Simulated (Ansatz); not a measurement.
# WS2: the cost of one run

Program: Ansatz 0.2.0. Level of theory: DFT r²SCAN+U (U = 2.5 eV, J = 0.5 eV on W d), plane waves, PAW, no spin–orbit coupling unless a run says so. These are calculated values, not measurements.

## Step 1: The system as given

It takes space group R3m (No. 160, trigonal). Conventional cell: a = 3.158 Å, b = 3.158 Å, c = 18.490 Å, α = 90.00°, β = 90.00°, γ = 120.00°. W (site symmetry 3m) is surrounded by 6 S at 2.39 to 2.42 Å. Around S (site symmetry 3m) lie 3 W at 2.39 Å. S (site symmetry 3m) is surrounded by 3 W at 2.42 Å.

As a file:

```
W S
1.0
     1.57900    0.91164    6.16333
    -1.57900    0.91164    6.16333
     0.00000   -1.82327    6.16333
W S
1 2
Direct
  0.00000 0.00000 0.00000
  0.75030 0.75030 0.75030
  0.58100 0.58100 0.58100
```

Magnetic order typed: ferromagnetic.

## Step 2: From atoms, symmetry kept, no search

input.yaml reads:

```yaml
crystal:
  lattice:
    - [1.57900017, 0.91163617, 6.16332915]
    - [-1.57900017, 0.91163617, 6.16332915]
    - [0.0, -1.82327234, 6.16332915]
  atoms:
    - { symbol: W, position: [0.0, 0.0, 0.0], spin: 2.0 }
    - { symbol: S, position: [0.7503, 0.7503, 0.7503] }
    - { symbol: S, position: [0.581, 0.581, 0.581] }
basis:
  ecutwfc: 500
  ecutrho_ratio: 4
kpoints:
  mp_grid: { grid: [7, 7, 7] }
hamiltonian:
  xc: r2scan
  hubbard: { sites: [{ site: 0, l: d, u: 2.5, j: 0.5 }] }
scf:
  occupations: { method: gaussian, width: 0.05 }
  lower_state_search: "off"
  max_iter: 150
output:
  forces: true
  stress: true
  eigenvalues: true
  populations: true
  hubbard: { sites: [{ site: 0, l: d }] }
magnetization:
  spin_polarized: true
```

Launch:

```console
$ ansatz run input.yaml --threads 4 --pin off --max-ram 6144MiB --backend cpu --events-out ev --progress --plain --runs-dir out
```

What time and memory should one allow on 4 threads of Arm Neoverse V1, shared host?

About 17 s, with a peak of 0.6 GiB.
